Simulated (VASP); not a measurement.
BP: relaxation of cell and atoms with LDA

The system is BP.

```
CELL_PARAMETERS angstrom
0.00000 2.24486 2.24486
2.24486 0.00000 2.24486
2.24486 2.24486 0.00000
ATOMIC_POSITIONS crystal
B 0.00000 0.00000 0.00000
P 0.25000 0.25000 0.25000
```

```json
{
  "Program": "VASP 6.6.1",
  "Task": "relaxation of cell and atoms",
  "Functional": "LDA",
  "Potentials or basis": "VASP PAW LDA potentials, release 64 (B, P)",
  "Cutoff": "600 eV",
  "k mesh": "10 × 10 × 10",
  "Occupations": "gaussian, width 0.03 eV",
  "Spin": "no spin polarisation",
  "Further INCAR settings": "ALGO = Normal; EDIFF = 1e-07; IBRION = 2; EDIFFG = -0.005; NSW = 90; ISIF = 3"
}
```

- Pressure after relaxing: 0.0 GPa
- Band gap on the k mesh: 1.15 eV, indirect (least direct gap 3.43 eV)

Final structure:
```
B P
1.0
     0.00000    2.24486    2.24486
     2.24486    0.00000    2.24486
     2.24486    2.24486    0.00000
B P
1 1
Cartesian
  0.0000 0.0000 0.0000
  1.1224 1.1224 1.1224
```

Levels at points of the mesh, in eV from the valence-band top:
```
           k point  band 2  band 3  band 4  band 5  band 6  band 7
(0.00, 0.00, 0.00)    0.00    0.00    0.00    3.43    3.43    3.43
(0.50, 0.00, 0.00)   -9.24   -1.79   -1.79    3.98    4.70    4.70
(0.50, 0.50, 0.00)   -8.65   -4.22   -4.22    1.24    1.53   12.30
```

Run time: 7.1 s on 1 thread of Intel(R) Xeon(R) 6975P-C (Granite Rapids), on a shared host, peak memory 0.13 GiB.

Caveat: the relaxation stopped at its first step, so nothing moved. A k mesh can miss the band edges.
